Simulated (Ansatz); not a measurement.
# SnO₂ (I4_1/amd)

Theory: DFT PBEsol, scalar-relativistic, plane waves, PAW (Ansatz).

Cutoff 420 eV; k points 10×10×10 on the computed 6-atom cell (Γ-centred); Gaussian smearing, width 0.02 eV; no spin polarisation.

The structure is relaxed at this level of theory with its symmetry kept. This form isn't the usual stable structure of the compound.

Symmetry: I4_1/amd, No. 141, tetragonal system. Conventional cell: a = 4.012 Å, b = 4.012 Å, c = 10.248 Å, α = 90.00°, β = 90.00°, γ = 90.00°. Sn (site symmetry -4m2) has 6 O at 2.06 to 2.08 Å as nearest neighbours. Around O (site symmetry 2mm) lie 3 Sn at 2.06 to 2.08 Å.

```json
{
 "Volume per atom": "13.74 Å³",
 "Formation energy from the elements' standard states (uncorrected)": "-1.655 eV/atom",
 "Kohn–Sham band gap": "1.53 eV, indirect from (0.188, 0.188, 0.271) to Γ",
 "Löwdin character of the top 1 eV of the valence band": "O 2p 97 %",
 "Löwdin character of the lowest 1 eV of the conduction band": "Sn 5s 51 %, O 2s 24 %, O 2p 19 %",
 "Electron masses at the edge by Cartesian direction of the standard setting (m_e; degenerate bands sorted by energy; no spin-orbit coupling)": "x: 0.22; y: 0.22; z: 0.20",
 "Hole masses at the edge by Cartesian direction of the standard setting (m_e; degenerate bands sorted by energy; no spin-orbit coupling)": "x: 2.5; y: 2.5; z: 4.0",
 "Bulk modulus": "148 GPa",
 "Its pressure derivative": "3.7",
 "Electronic dielectric constant xx, yy, zz of the standard setting (independent particles)": "4.3, 4.3, 4.5",
 "Bader charges (e)": "Sn (2 in the cell) 2.45, O (4 in the cell) -1.23"
}
```